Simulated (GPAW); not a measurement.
Runs of GPAW 26.7.0 on CsH. It takes space group Fm-3m (No. 225, cubic). The conventional cell has a = 6.376 Å, b = 6.376 Å, c = 6.376 Å, α = 90.00°, β = 90.00°, γ = 90.00°. Cs (site symmetry m-3m) is surrounded by 6 H at 3.19 Å. H (site symmetry m-3m) has 6 Cs at 3.19 Å as nearest neighbours. 

| task | level | potentials or basis | cell | band path | band points | gap on the mesh (eV) | pressure (GPa) |
| --- | --- | --- | --- | --- | --- | --- | --- |
| single point | PBEsol | PAW data sets generated in the run's folder for this functional, pw | atoms moved at random, drawn with an rms of 0.05 Å | - | - | 2.40 | -0.5 |
| band structure | LDA | the program's PAW data sets (release 1.2.1) made for this functional, pw | as given | GXWKGLUWLK,UX | 60 | (a) | -1.2 |
| band structure | PBEsol | PAW data sets generated in the run's folder for this functional, pw | as given | GXWKGLUWLK,UX | 60 | 2.40 | -0.5 |
| single point | PBEsol | PAW data sets generated in the run's folder for this functional, pw | as given | - | - | 2.40 | -0.5 |

Alike in all rows: no spin polarisation; k mesh 7 × 7 × 7; cutoff (eV) 600; smearing fermi-dirac 0.05 eV.

Q: Estimate the missing entries.

A: (a) 2.23.

Caveats: spin-orbit coupling is left out, which moves the levels of the heavy elements; an odd mesh through Γ misses points on the zone boundary, where band edges often lie (some runs); the mesh misses the band edges, which the band path finds closer together (some runs).

A k mesh can miss the band edges, and the runs leave out spin-orbit coupling on Cs.
